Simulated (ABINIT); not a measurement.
Ag:

```xyz
1
Lattice="0.0000 2.0427 2.0427 2.0427 0.0000 2.0427 2.0427 2.0427 0.0000" Properties=species:S:1:pos:R:3 pbc="T T T"
Ag    0.0000    0.0000    0.0000
```

Base run:

```yaml
Program: ABINIT 10.8.3 (patched build)
Functional: WC
Potentials_or_basis: JTH PAW PBE v2.0
Cutoff: 463 eV
k_mesh: 11 × 11 × 11
Occupations: fermi-dirac, width 0.05 eV
Spin: spin-orbit coupling, no magnetisation
```

Its results: band gap on the k mesh none (metal or under the smearing width); pressure -2.4 GPa.

Q: The run is repeated on the same cell with these changes: functional from WC to HCTH407. What comes out?

A: Band gap on the k mesh none (metal or under the smearing width); pressure 7.1 GPa.

Caveats: the PAW data sets were made with another functional, which shifts forces and pressure a little.
